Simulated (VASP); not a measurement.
# GeS (Pnma) in VASP: further runs, part 2 of 2

VASP 6.6.1. Earlier steps stand in the parts before.

## 3. Single point, LDA

INCAR reads:

```
ALGO = Fast ; EDIFF = 1E-6
ENCUT = 520 ; ISIF = 2
ISMEAR = 0 ; LASPH = True
LCHARG = False ; LREAL = False
LWAVE = False ; NBANDS = 50
NELM = 100 ; PREC = Accurate
SIGMA = 0.01
```

KPOINTS reads:

```
k-points
0
Gamma
  2 6 6
```

POSCAR reads:

```
GeS
1.0
   10.6078054202      0.0000000000      0.0000000000
    0.0000000000      3.6081036216      0.0000000000
    0.0000000000      0.0000000000      4.4223352564
Ge S
4 4
Direct
    0.1250788433      0.2500000000      0.1282278303
    0.3749211567      0.7500000000      0.6282278303
    0.6250788433      0.2500000000      0.3717721697
    0.8749211567      0.7500000000      0.8717721697
    0.8472275933      0.2500000000      0.5118733973
    0.6527724067      0.7500000000      0.0118733973
    0.3472275933      0.2500000000      0.9881266027
    0.1527724067      0.7500000000      0.4881266027
```

Potentials or basis: VASP PAW LDA potentials, release 64 (Ge_d, S).

Started as:

```bash
> cat potpaw_LDA.64/Ge_d/POTCAR potpaw_LDA.64/S/POTCAR > POTCAR
> mpirun -np 1 vasp_std > vasp.out
```

OUTCAR:

```text
EDIFF = 1E-6
   ENCUT = 520
   ISIF = 2
   ISMEAR = 0
   LASPH = True
   LREAL = False
   NELM = 100
   PREC = Accurate

 ion  position               nearest neighbor table
   1  0.125  0.250  0.128-   8 2.42   8 2.42   7 2.44
   2  0.375  0.750  0.628-   7 2.42   7 2.42   8 2.44
   3  0.625  0.250  0.372-   6 2.42   6 2.42   5 2.44
   4  0.875  0.750  0.872-   5 2.42   5 2.42   6 2.44
   5  0.847  0.250  0.512-   4 2.42   4 2.42   3 2.44
   6  0.653  0.750  0.012-   3 2.42   3 2.42   4 2.44
   7  0.347  0.250  0.988-   2 2.42   2 2.42   1 2.44
   8  0.153  0.750  0.488-   1 2.42   1 2.42   2 2.44

  LATTYP: Found a simple orthorhombic cell.
 ALAT       =     3.6081036216
 B/A-ratio  =     1.2256674753
 C/A-ratio  =     2.9399946711

  Lattice vectors:

 A1 = (   0.0000000000,   3.6081036216,   0.0000000000)
 A2 = (   0.0000000000,   0.0000000000,   4.4223352564)
 A3 = (  10.6078054202,   0.0000000000,   0.0000000000)

Analysis of symmetry for initial positions (statically):
=====================================================================
 Subroutine PRICEL returns:
 Original cell was already a primitive cell.

 Routine SETGRP: Setting up the symmetry group for a
 simple orthorhombic supercell.

 Subroutine GETGRP returns: Found  8 space group operations
 (whereof  2 operations were pure point group operations)
 out of a pool of  8 trial point group operations.

The static configuration has the point symmetry S_2 .
 The point group associated with its full space group is D_2h.

Analysis of symmetry for dynamics (positions and initial velocities):
=====================================================================
 Subroutine PRICEL returns:
 Original cell was already a primitive cell.

 Routine SETGRP: Setting up the symmetry group for a
 simple orthorhombic supercell.

[... 135 lines left out ...]
   IMIX   =      4    mixing-type and parameters
     AMIX     =   0.40;   BMIX     =  1.00
     AMIX_MAG =   1.60;   BMIX_MAG =  1.00
  volume/ion in A,a.u.               =      21.16       142.78
  Fermi-wavevector in a.u.,A,eV,Ry     =   1.275223  2.409822 22.125704  1.626193
  Thomas-Fermi vector in A             =   2.407947
   LORBIT       =      0    0 simple, 1 ext, 2 COOP (PROOUT), +10 PAW based schemes
   GGA     = CA    functional components
   LHFCALC =     F    Hartree Fock is set to
   AEXX    =    0.0000 exact exchange contribution
   IVDW    =     0    specifies the selected vdW correction
   LEPSILON=     F    determine dielectric tensor
   LRPA    =     F    only Hartree local field effects (RPA)
 non-spin polarized calculation
 RMM-DIIS sequential band-by-band and
 Gauss-broadening in eV      SIGMA  =   0.01
  energy-cutoff  :      520.00
  volume of cell :      169.26
 maximum number of plane-waves:      4584
 NGX is ok and might be reduce to    80
   NGX = 39   NGY = 13   NGZ = 17

 number of electron      80.0000017 magnetization

 Free energy of the ion-electron system (eV)
  ---------------------------------------------------
  ext. energy  EPLUGINS =         0.00000000
  ---------------------------------------------------
  free energy    TOTEN  =       -41.67505888 eV

  energy without entropy =      -41.67505888  energy(sigma->0) =      -41.67505888

 E-fermi :   4.7089     XC(G=0): -10.2766

 val. band max:        4.5979171436   @ k =   0.0000   0.0000   0.0000
 cond. band min:       5.5955836287   @ k =   0.0000   0.0000   0.0000
 fundamental gap:      0.9976664851
 Fermi energy:         4.7088510702

 k-point     1 :       0.0000    0.0000    0.0000
  band No.  band energies     occupation
      1     -20.0132      2.00000
      2     -20.0101      2.00000
      3     -20.0052      2.00000
      4     -20.0029      2.00000
      5     -20.0012      2.00000
      6     -20.0000      2.00000
[... 1261 lines left out ...]
     49      10.2221      0.00000
     50      10.2221      0.00000

 [... further k-points ...]
[... 5 lines left out ...]
  --------------------------------------------------------------------------------------
  -------------------------------------------------------------------------------------
  Total       -2.7017965     -2.4010981     -2.8950035      0.0000000      0.0000000      0.0000000
  in kB      -25.5744919    -22.7281604    -27.4033379      0.0000000      0.0000000      0.0000000
  external PRESSURE =     -25.2353301 kB  Pullay stress =       0.0000000 kB

 VOLUME and BASIS-vectors are now :
 -----------------------------------------------------------------------------
  energy-cutoff  :      520.00
  volume of cell :      169.26
      direct lattice vectors                 reciprocal lattice vectors
    10.607805420  0.000000000  0.000000000     0.094270206  0.000000000  0.000000000
     0.000000000  3.608103622  0.000000000     0.000000000  0.277153903  0.000000000
     0.000000000  0.000000000  4.422335256     0.000000000  0.000000000  0.226124873

 POSITION                                       TOTAL-FORCE (eV/Angst)
 -----------------------------------------------------------------------------------
      1.32681      0.90203      0.56707        -0.030564      0.000000     -0.041039
      3.97709      2.70608      2.77823         0.030564      0.000000     -0.041039
      6.63071      0.90203      1.64410        -0.030564     -0.000000      0.041039
      9.28099      2.70608      3.85527         0.030564     -0.000000      0.041039
      8.98723      0.90203      2.26368         0.002633      0.000000     -0.058101
      6.92448      2.70608      0.05251        -0.002633     -0.000000     -0.058101
      3.68332      0.90203      4.36983         0.002633      0.000000      0.058101
      1.62058      2.70608      2.15866        -0.002633      0.000000      0.058101
 -----------------------------------------------------------------------------------
    total drift:                               -0.000000     -0.000000      0.000000

  FREE ENERGIE OF THE ION-ELECTRON SYSTEM (eV)
  ---------------------------------------------------
  free  energy   TOTEN  =       -41.6750588787 eV

  energy  without entropy=      -41.6750588787  energy(sigma->0) =      -41.67505888
```

OSZICAR:

```text
N       E                     dE             d eps       ncg     rms          rms(c)
DAV:   1     0.921649586865E+03    0.92165E+03   -0.36290E+04  4044   0.347E+03
DAV:   2     0.144072390989E+03   -0.77758E+03   -0.74344E+03  3200   0.939E+02
DAV:   3    -0.268478580340E+02   -0.17092E+03   -0.16237E+03  3610   0.227E+02
DAV:   4    -0.419885518534E+02   -0.15141E+02   -0.14852E+02  3904   0.728E+01
DAV:   5    -0.424906690500E+02   -0.50212E+00   -0.49975E+00  3832   0.135E+01    0.130E+01
RMM:   6    -0.417370856496E+02    0.75358E+00   -0.13100E+00  4189   0.454E+00    0.820E+00
RMM:   7    -0.417032972672E+02    0.33788E-01   -0.82350E-01  4656   0.303E+00    0.176E+00
RMM:   8    -0.416736808178E+02    0.29616E-01   -0.13300E-01  4300   0.185E+00    0.237E-01
RMM:   9    -0.416745878723E+02   -0.90705E-03   -0.21836E-02  4538   0.787E-01    0.232E-01
RMM:  10    -0.416750640281E+02   -0.47616E-03   -0.53656E-03  5456   0.331E-01    0.209E-01
RMM:  11    -0.416755289786E+02   -0.46495E-03   -0.10761E-03  4452   0.150E-01    0.573E-01
RMM:  12    -0.416750392581E+02    0.48972E-03   -0.11161E-03  4379   0.208E-01    0.271E-02
RMM:  13    -0.416750623603E+02   -0.23102E-04   -0.20766E-04  4835   0.618E-02    0.240E-02
RMM:  14    -0.416750642660E+02   -0.19057E-05   -0.35718E-05  4164   0.261E-02    0.184E-02
RMM:  15    -0.416750656367E+02   -0.13707E-05   -0.95087E-06  3763   0.129E-02    0.188E-02
RMM:  16    -0.416750611913E+02    0.44454E-05   -0.37715E-06  3545   0.859E-03    0.131E-02
RMM:  17    -0.416750588540E+02    0.23372E-05   -0.12065E-05  4245   0.966E-03    0.556E-03
RMM:  18    -0.416750588787E+02   -0.24722E-07   -0.40427E-07  2253   0.342E-03
   1 F= -.41675059E+02 E0= -.41675059E+02  d E =-.280772E-57
```

stdout:

```text
POSCAR found type information on POSCAR GeS
 POSCAR found :  2 types and       8 ions
 scaLAPACK will be used
 LDA part: xc-table for (Slater(with rela. corr.)+CA(PZ))
 , standard interpolation
 POSCAR, INCAR and KPOINTS ok, starting setup
 FFT: planning ... GRIDC
 FFT: planning ... GRID_SOFT
 FFT: planning ... GRID
 WAVECAR not read
 entering main loop
WARNING in EDDRMM: call to ZHEGV failed, returncode =   8  4     44
WARNING in EDDRMM: call to ZHEGV failed, returncode =   8  4     42
WARNING in EDDRMM: call to ZHEGV failed, returncode =   6  3     43
WARNING in EDDRMM: call to ZHEGV failed, returncode =   6  3     39
WARNING in EDDRMM: call to ZHEGV failed, returncode =   8  4     44
WARNING in EDDRMM: call to ZHEGV failed, returncode =   8  4     45
WARNING in EDDRMM: call to ZHEGV failed, returncode =   6  3     43
```

Run time: 6.8 min. Hardware: 1 thread of Intel Xeon Platinum 8259CL at 2.50GHz (Skylake/Cascade Lake), shared host; peak memory 0.33 GiB.

What came out:

* Free energy: -41.6751 eV
* Pressure: -2.5 GPa
* Largest force: 0.058 eV/Å
* Band gap on the k mesh: 1.00 eV, direct

Forces on the atoms (eV/Å):
```
Ge  -0.031  0.000 -0.041
Ge   0.031  0.000 -0.041
Ge  -0.031  0.000  0.041
Ge   0.031  0.000  0.041
S    0.003  0.000 -0.058
S   -0.003  0.000 -0.058
S    0.003  0.000  0.058
S   -0.003  0.000  0.058
```

Stress tensor (GPa, compression positive):
```
-2.56  0.00  0.00
 0.00 -2.27  0.00
 0.00  0.00 -2.74
```

A k mesh can miss the band edges.
